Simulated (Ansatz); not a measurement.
**Eigenvalues along a path: W (diamond type)**

```xyz
2
Lattice="0.0000 2.5258 2.5258 2.5258 0.0000 2.5258 2.5258 2.5258 0.0000" Properties=species:S:1:pos:R:3 pbc="T T T"
W    -0.6314   -0.6314   -0.6314
W     0.6314    0.6314    0.6314
```

The cell comes from a relaxation on PAW files under the same functional, begun from a prototype that needn't be the stable phase.

Computed with Ansatz 0.2.0; functional PBE, scalar-relativistic. Settings: a Γ-centred 12×12×12 k mesh, Fermi–Dirac smearing of 0.1 eV, no spin polarisation. Methods: LAPW: all electrons, basis error target 1 meV/atom.

This run: volume at 0.65 of the series' base cell.

Spin–orbit coupling is left out, which matters for the heavy atoms.

Path points, in fractions of the reciprocal vectors: Γ (0.000, 0.000, 0.000), X (0.500, 0.000, 0.500), U (0.625, 0.250, 0.625), K (0.375, 0.375, 0.750), L (0.500, 0.500, 0.500), W (0.500, 0.250, 0.750). The distance column jumps between branches of the path. Levels in eV from the Fermi level; bands 41 to 54, counted from the lowest band of the run. The gap is zero, the pressure 118.3 GPa.

```
# k(1/Å) point b41 b42 b43 b44 b45 b46 b47 b48 b49 b50 b51 b52 b53 b54
0.000 Γ -8.02 -4.15 -4.15 -1.81 -1.81 -1.81 2.18 2.18 2.18 8.23 8.23 11.77 13.73 13.73
0.155 - -7.87 -4.35 -4.07 -1.80 -1.80 -1.57 1.78 2.17 2.17 8.01 8.36 11.48 13.86 13.86
0.311 - -7.44 -4.80 -3.84 -1.79 -1.79 -1.03 0.80 2.19 2.19 7.37 8.57 11.08 14.20 14.20
0.466 - -6.74 -5.27 -3.46 -1.83 -1.83 -0.41 -0.38 2.34 2.34 6.44 8.66 10.82 14.31 14.31
0.622 - -5.82 -5.66 -2.92 -1.96 -1.96 -1.60 0.26 2.73 2.73 5.32 8.59 10.58 13.26 13.26
0.777 - -5.90 -4.83 -2.54 -2.25 -2.15 -2.15 0.79 3.39 3.39 4.10 8.38 10.00 11.59 11.59
0.933 - -5.97 -4.50 -2.49 -2.34 -2.34 -1.44 1.04 2.87 4.31 4.31 8.08 8.94 9.88 9.88
1.088 - -5.84 -5.00 -2.48 -2.48 -1.36 -0.51 0.76 1.67 5.45 5.45 7.80 8.03 8.26 8.26
1.244 X -5.51 -5.51 -2.53 -2.53 -0.13 -0.13 0.53 0.53 6.73 6.73 6.82 6.82 7.69 7.69
1.299 - -5.53 -5.50 -2.55 -2.49 -0.13 -0.12 0.53 0.53 6.66 6.77 6.81 6.83 7.66 7.72
1.354 - -5.58 -5.47 -2.60 -2.39 -0.14 -0.11 0.52 0.53 6.47 6.76 6.88 6.91 7.57 7.78
1.409 - -5.64 -5.43 -2.70 -2.24 -0.16 -0.09 0.52 0.52 6.19 6.70 6.94 7.12 7.42 7.85
1.464 - -5.72 -5.36 -2.82 -2.06 -0.19 -0.04 0.51 0.52 5.86 6.61 7.03 7.24 7.41 7.93
1.519 - -5.79 -5.28 -2.97 -1.88 -0.23 0.04 0.50 0.51 5.48 6.47 7.07 7.14 7.77 8.02
1.574 - -5.85 -5.18 -3.13 -1.75 -0.30 0.18 0.49 0.51 5.07 6.27 6.96 7.26 8.12 8.19
1.629 - -5.89 -5.07 -3.31 -1.67 -0.38 0.40 0.49 0.52 4.65 6.00 6.93 7.40 8.24 8.66
1.684 U -5.91 -4.95 -3.49 -1.66 -0.49 0.49 0.52 0.69 4.22 5.68 6.99 7.55 8.38 9.17
2.445 K -5.91 -4.95 -3.49 -1.66 -0.49 0.49 0.52 0.69 4.22 5.68 6.99 7.55 8.38 9.17
2.610 - -5.82 -4.54 -4.03 -2.01 -0.90 0.53 0.54 1.85 3.00 4.65 7.57 7.99 8.98 10.92
2.775 - -5.54 -4.47 -4.15 -2.66 -1.35 0.50 0.66 1.91 3.24 3.67 8.36 8.73 9.93 12.87
2.940 - -5.38 -4.76 -3.93 -3.15 -1.61 0.35 0.88 1.11 2.89 4.57 8.59 10.39 11.27 14.02
3.105 - -5.86 -4.88 -3.94 -2.86 -1.65 0.04 0.60 1.18 2.37 5.79 8.66 12.35 12.89 12.95
3.270 - -6.66 -4.80 -4.04 -2.21 -1.64 -0.44 0.51 1.52 2.15 6.82 8.58 11.81 14.01 14.34
3.435 - -7.38 -4.58 -4.12 -1.85 -1.69 -1.03 1.03 1.85 2.13 7.60 8.43 11.38 13.92 13.94
3.600 - -7.86 -4.30 -4.14 -1.80 -1.77 -1.57 1.81 2.09 2.17 8.08 8.29 11.50 13.77 13.83
3.764 Γ -8.02 -4.15 -4.15 -1.81 -1.81 -1.81 2.18 2.18 2.18 8.23 8.23 11.77 13.73 13.73
3.899 - -7.91 -4.20 -4.20 -1.83 -1.69 -1.69 1.94 2.14 2.14 8.20 8.20 11.57 13.78 13.78
4.034 - -7.59 -4.31 -4.31 -1.91 -1.44 -1.44 1.31 2.05 2.05 8.11 8.11 11.35 13.94 13.94
4.168 - -7.09 -4.39 -4.39 -2.00 -1.22 -1.22 0.50 2.04 2.04 7.96 7.96 11.29 14.23 14.23
4.303 - -6.48 -4.39 -4.39 -2.14 -1.24 -1.24 -0.23 2.26 2.26 7.73 7.73 11.27 12.82 14.65
4.438 - -5.82 -4.29 -4.29 -2.45 -1.52 -1.52 -0.55 2.74 2.74 7.41 7.41 10.26 11.76 15.15
4.572 - -5.20 -4.10 -4.10 -2.98 -1.95 -1.95 -0.32 3.36 3.36 7.02 7.02 8.40 11.78 15.58
4.707 - -4.64 -3.85 -3.85 -3.57 -2.38 -2.38 0.17 3.94 3.94 6.62 6.62 6.94 11.85 15.67
4.842 L -4.15 -4.09 -3.71 -3.71 -2.59 -2.59 0.45 4.20 4.20 6.35 6.42 6.42 11.88 15.63
4.952 - -4.33 -4.15 -3.72 -3.68 -2.47 -2.31 0.51 4.05 4.09 6.31 6.37 6.50 12.13 15.14
5.062 - -4.71 -4.36 -3.67 -3.49 -2.22 -1.77 0.70 3.59 3.79 6.06 6.44 6.67 12.77 14.03
5.171 - -5.08 -4.63 -3.53 -3.15 -1.91 -1.23 1.07 2.92 3.41 5.81 6.55 6.86 12.66 13.12
5.281 - -5.39 -4.91 -3.34 -2.70 -1.61 -0.81 1.56 2.15 3.11 5.62 6.70 7.02 11.22 12.06
5.391 - -5.60 -5.17 -3.09 -2.20 -1.33 -0.52 1.42 1.72 3.33 5.54 6.85 7.13 9.85 10.78
5.501 - -5.71 -5.40 -2.78 -1.84 -0.99 -0.30 0.81 1.35 4.20 5.62 6.97 7.16 8.64 9.48
5.611 - -5.74 -5.57 -2.43 -1.83 -0.46 -0.12 0.39 0.81 5.31 5.91 6.96 6.96 7.82 8.29
5.721 W -5.69 -5.69 -2.08 -2.08 0.00 0.00 0.28 0.28 6.37 6.37 6.44 6.44 7.67 7.67
5.799 - -5.68 -5.68 -2.10 -2.10 -0.02 -0.02 0.30 0.30 6.32 6.32 6.53 6.53 7.66 7.66
5.877 - -5.67 -5.67 -2.15 -2.15 -0.05 -0.05 0.35 0.35 6.29 6.29 6.65 6.65 7.63 7.63
5.954 - -5.64 -5.64 -2.22 -2.22 -0.09 -0.09 0.41 0.41 6.32 6.32 6.76 6.76 7.61 7.61
6.032 - -5.61 -5.61 -2.31 -2.31 -0.11 -0.11 0.46 0.46 6.39 6.39 6.83 6.83 7.60 7.60
6.110 - -5.57 -5.57 -2.39 -2.39 -0.12 -0.12 0.49 0.49 6.50 6.50 6.85 6.85 7.63 7.63
6.188 - -5.54 -5.54 -2.46 -2.46 -0.13 -0.13 0.52 0.52 6.62 6.62 6.84 6.84 7.66 7.66
6.265 - -5.52 -5.52 -2.51 -2.51 -0.13 -0.13 0.53 0.53 6.70 6.70 6.82 6.82 7.69 7.69
6.343 X -5.51 -5.51 -2.53 -2.53 -0.13 -0.13 0.53 0.53 6.73 6.73 6.82 6.82 7.69 7.69
```
